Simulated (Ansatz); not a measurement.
A 4-atom cell of PbS (I4/mmm) from a materials database (r2SCAN+rVV10 geometry), in Ansatz:

```
Pb S
1.0
     5.95559    0.00000    0.00000
     0.00000    2.96854    2.96854
     0.00000   -2.96854    2.96854
Pb S
2 2
Direct
  0.74989 0.26052 0.76052
  0.25011 0.76052 0.26052
  0.74966 0.76048 0.26048
  0.25034 0.26048 0.76048
```

G0W0@HSE06 with 394 empty bands, a screening cutoff of 140 eV and a 2×4×4 mesh (PAW, contour deformation) gives 0.790 eV over the mesh points, from an HSE06 gap of 0.834 eV; it sums over 414 bands with 371 plane waves in the screening and a wave cutoff of 420 eV. G0W0 here is at a finite number of bands, screening cutoff and k mesh, not at the basis limit. The values are computed, spin-unpolarised, and not measurements.

Task: Estimate the gap with starting point PBE, mesh 4×4×4, empty bands 170, screening cutoff 80 eV.

Result: 0.462 eV (-0.328 eV), from a Kohn-Sham gap of 0.377 eV.

Task: Estimate the gap with starting point r2SCAN.

Result: 0.702 eV (-0.088 eV), from a Kohn-Sham gap of 0.621 eV.

Spin-orbit coupling is left out; in compounds of Pb, Bi, Tl or Hg it can lower a gap by up to about 1 eV, split its edges or invert the bands.

The program warns that the k mesh is coarse for exact exchange in some of these runs, so their gaps aren't converged.
